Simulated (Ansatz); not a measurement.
Zincblende CdTe was put through Ansatz (plane waves). The cell was relaxed beforehand with r2SCAN.

The cell given to it:
```xyz
2
Lattice="0.0000 3.2800 3.2800 3.2800 0.0000 3.2800 3.2800 3.2800 0.0000" Properties=species:S:1:pos:R:3 pbc="T T T"
Cd    0.0000    0.0000    0.0000
Te    1.6400    1.6400    1.6400
```

What the program printed (shortened):
```
Functional definition: PBE
Crystal: 2 atoms, lattice volume = 70.572 Å³
Basis set: ecut = 420 eV, 1411 PW (Γ)
Bands: 22, of which v1, the nominal top of the filled ones, is band 18 counted from 1 (17 counted from 0)
Symmetry: 24 space group operations
Space group: F-43m (ITA 216)
k-points: 8 of 64 (time reversal used)
Free energy (F): -15235.274316 eV
Fermi energy:    6.982747 eV
--- Per-component energies (eV) ---
  E_band       = -803.924582
  E_kinetic    = 685.214268
  E_local      = -5499.079073
  E_nonlocal   = -276.639346
  E_hartree    = 2766.468666
  E_xc         = -300.772404
  E_vxc        = -325.424349
  E_paw        = -8746.096710
  E_vpaw       = -920.935996
  E_ewald      = -3864.369554
--- G₀W₀: ω_p = 26.5211 eV, 64 q-points, 386 empty bands' worth ---
    ik  band        ε_KS         Σx   Σc(E_QP)       V_xc       Z   E_QP_lin       E_QP  E_QP is
     0    17      6.9827   -17.6562     1.3983   -15.6264  0.7875     6.3487     6.3512  root
     0    18      6.9827   -17.6562     1.3983   -15.6264  0.7875     6.3487     6.3512  root
     0    19      7.6330    -9.3169    -3.8503   -13.1922  0.8036     7.6580     7.6580  root
     0    20     11.6040    -6.4528    -4.2326   -10.6693  0.7997    11.5879    11.5879  root
     1    17      6.5841   -17.0711     1.4767   -14.9215  0.7867     5.9081     5.9111  root
     1    18      6.5841   -17.0711     1.4767   -14.9215  0.7867     5.9081     5.9111  root
     1    19      8.9000    -8.7146    -3.9075   -12.6353  0.8007     8.9131     8.9131  root
     1    20     12.1333    -6.5651    -4.3515   -10.9216  0.7974    12.1383    12.1383  root
     2    17      6.2592   -16.7056     1.5737   -14.4227  0.7856     5.5465     5.5500  root
     2    18      6.2592   -16.7056     1.5737   -14.4227  0.7856     5.5465     5.5500  root
     2    19      8.7562    -8.2674    -3.8903   -12.1553  0.8028     8.7539     8.7539  root
     2    20     12.1858    -6.3283    -4.2769   -10.5775  0.7993    12.1581    12.1581  root
     3    17      5.9705   -16.2672     1.6182   -13.9167  0.7853     5.2344     5.2382  root
     3    18      5.9705   -16.2672     1.6182   -13.9167  0.7853     5.2344     5.2382  root
     3    19      9.8550    -9.2534    -4.0373   -13.3614  0.7951     9.9257     9.9257  root
     3    20     10.3351    -5.9936    -3.9076    -9.7191  0.8086    10.1533    10.1530  root
     6    17      5.2382   -15.5256     1.8508   -12.8673  0.7817     4.4257     4.4307  root
     6    18      5.2382   -15.5256     1.8508   -12.8673  0.7817     4.4257     4.4307  root
     6    19      9.6539    -8.0576    -3.8666   -11.8917  0.8010     9.6215     9.6215  root
     6    20      9.6628    -5.6948    -3.6936    -9.1403  0.8125     9.4151     9.4146  root
```

The points are ik 0 = (0, 0, 0) (Γ), ik 1 = (0, 0, 1/4), ik 2 = (0, 0, -1/2), ik 3 = (0, 1/4, 1/4), ik 6 = (0, -1/2, -1/2); band 18 is the last filled one.

**Question.** Reconstruct the input.

**Answer.**
```yaml
crystal:
  # lattice and atoms as above
kpoints:
  mp_grid: { grid: [4, 4, 4] }
hamiltonian:
  xc: pbe
scf:
  occupations: { method: fixed }
gw:
  n_empty_bands: 386
  ecut_chi: 180
  qp_bands: [v2, c2]
  qp_kpoints: band_edges
  screening: { model: godby_needs }
```
The quasiparticle table needs the gw block. This is the file that was run; thresholds and some counts can't be read off the log exactly.

The values are computed, spin-unpolarised, and not measurements.

Spin-orbit coupling is left out, which matters wherever the heavy atoms make up the band edges.

For so narrow a gap this mesh doesn't settle the screening, and the bands and cutoff are finite.
